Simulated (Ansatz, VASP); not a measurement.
# One calculation of BaS, two programs

INCAR

```
SYSTEM = BaS
PREC = Accurate
ENCUT = 520
EDIFF = 1E-6
ISMEAR = 0
SIGMA = 0.05
LREAL = .False.
LASPH = .True.
NELM = 100
ALGO = Normal
ISIF = 2
LWAVE = .False.
LCHARG = .False.
GGA = PE
IVDW = 12
NBANDS = 15
```

KPOINTS

```
Automatic mesh
0
Gamma
  6 6 6
  0 0 0
```

Contents of POSCAR:

```
BaS
1.0
    0.0000000000      3.1937508250      3.1937508250
    3.1937508250      0.0000000000      3.1937508250
    3.1937508250      3.1937508250      0.0000000000
Ba S
1 1
Direct
    0.5000000000      0.5000000000      0.5000000000
    0.0000000000      0.0000000000      0.0000000000
```

Input for Ansatz:

```yaml
crystal:
  lattice:
    - [0.0, 3.193750825, 3.193750825]
    - [3.193750825, 0.0, 3.193750825]
    - [3.193750825, 3.193750825, 0.0]
  atoms:
    - { symbol: Ba, position: [0.5, 0.5, 0.5] }
    - { symbol: S, position: [0.0, 0.0, 0.0] }
basis:
  ecutwfc: 420
  ecutrho_ratio: 4
kpoints:
  mp_grid: { grid: [6, 6, 6] }
hamiltonian:
  xc: pbe
  dispersion: d3bj
scf:
  occupations: { method: gaussian, width: 0.05 }
output:
  forces: true
  stress: true
  eigenvalues: true
```

Alike in both runs: task single point; functional PBE; dispersion D3(BJ); k mesh 6 × 6 × 6; occupations gaussian, width 0.05 eV; no spin polarisation.

```csv
,VASP,Ansatz
version,VASP 6.6.1,Ansatz 0.2.0
potentials or method,"VASP PAW PBE potentials, release 64 (Ba_sv, S)","scalar-relativistic, plane waves, PAW"
plane-wave cutoff (eV),520,420
valence electrons in the cell,16,16
```

Ansatz gave:

- gap on the k mesh at the Fermi level (eV): 2.21
- least direct gap on the mesh (eV): 2.31
- pressure (GPa): -0.6
- dispersion energy (meV/atom): -277.6

Problem. Which values does VASP return?

Solution. gap on the k mesh at the Fermi level (eV): 2.11; least direct gap on the mesh (eV): 2.24; pressure (GPa): 0.0; dispersion energy (meV/atom): -277.5.

Caveats: spin-orbit coupling is left out, which moves the levels of the heavy elements. As with any semilocal functional, this PBE gap is likely too small. A k mesh can miss the band edges.
